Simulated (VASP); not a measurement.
GaSb:

```
CELL_PARAMETERS angstrom
0.00000 3.05900 3.05900
3.05900 0.00000 3.05900
3.05900 3.05900 0.00000
ATOMIC_POSITIONS crystal
Sb 0.75000 0.75000 0.75000
Ga 0.00000 0.00000 0.00000
```

| Item | Value |
| --- | --- |
| Program | VASP 6.6.1 |
| Task | relaxation of cell and atoms |
| Functional | BEEF-vdW |
| Potentials or basis | VASP PAW PBE potentials, release 64 (Sb, Ga_d) |
| Cutoff | 600 eV |
| k mesh | 8 × 8 × 8 |
| Occupations | fermi-dirac, width 0.05 eV |
| Spin | no spin polarisation |

At the start: pressure 3.3 GPa; volume 28.62 Å³/atom.

Question: How do energy, volume and symmetry change on relaxing?

Answer: Over 3 steps the energy falls by 19.9 meV/atom and the volume is 30.65 Å³/atom (+7.1 %); space group F-43m (No. 216, to 0.05 Å).

The path:
| step | energy change (eV) | largest force (eV/Å) | pressure (GPa) | volume (Å³) |
| --- | --- | --- | --- | --- |
| 1 | 0.0000 | 0.0000 | 3.35 | 57.25 |
| 2 | -0.0376 | 0.0000 | -0.69 | 62.35 |
| 3 | -0.0399 | 0.0000 | 0.03 | 61.29 |

Final structure:
```
CELL_PARAMETERS angstrom
0.00000 3.12939 3.12939
3.12939 0.00000 3.12939
3.12939 3.12939 0.00000
ATOMIC_POSITIONS crystal
Sb 0.75000 0.75000 0.75000
Ga 0.00000 0.00000 0.00000
```

Caveat: the PAW data sets were made with another functional, which shifts forces and pressure a little.
